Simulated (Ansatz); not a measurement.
Take a crystal in which Sb has been replaced by As on all its sites, with the cell rescaled by a rough guess (in some cases also distorted within its space group) and nothing relaxed:

```xyz
4
Lattice="4.5367 0.0000 0.0000 0.0000 4.5367 0.0000 0.0000 0.0000 4.5367" Properties=species:S:1:pos:R:3 pbc="T T T"
In    0.0000    0.0000    0.0000
As    2.2683    0.0000    2.2683
As    0.0000    2.2683    2.2683
As    2.2683    2.2683    0.0000
```

Method: DFT PBE, scalar-relativistic, plane waves, PAW in Ansatz.

Settings: cutoff 420 eV, Γ-centred mesh 10×10×10 on the computed 4-atom cell, Gaussian smearing of 0.10 eV; no spin polarisation.

**Question.** Will this cell want to expand or contract, and how hard?

**Answer.** The pressure is -5.2 GPa (positive in compression), so the cell would contract.

**Question.** Is it a metal on this mesh?

**Answer.** Yes, a band crosses the Fermi level.

**Question.** What is its energy against the elements in their standard states?

**Answer.** +0.391 eV/atom at this unrelaxed geometry, with the elements in the same functional.